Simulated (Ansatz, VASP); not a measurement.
Two plane-wave programs on Al

```
Al
1.0
     2.83288    0.00000    0.00000
     0.00000    2.83288    0.00000
     0.00000    0.00000    2.56604
Al
1
Direct
  0.00000 0.00000 0.50000
```

Alike in both runs: functional PBE; k mesh 6 × 6 × 6; occupations gaussian, width 0.1 eV; no spin polarisation.

Ansatz relaxed the structure, and its values are those at the end. VASP's run is a single point on that final structure, the one shown.

|  | VASP | Ansatz |
| --- | --- | --- |
| version | VASP 6.6.1 | Ansatz 0.2.0 |
| potentials or method | VASP PAW PBE potentials, release 64 (Al) | scalar-relativistic, plane waves, PAW |
| plane-wave cutoff (eV) | 520 | 420 |
| valence electrons in the cell | 3 | 3 |

|  | VASP | Ansatz | Ansatz less VASP |
| --- | --- | --- | --- |
| gap on the k mesh at the Fermi level (eV) | none | none | - |
| pressure (GPa) | 0.0 | 0.0 | +0.02 |

A gap of «none» marks a metal or a gap that the smearing closes.

Caveats: the k mesh is coarse (spacing up to 0.41 Å⁻¹), so the values aren't converged.
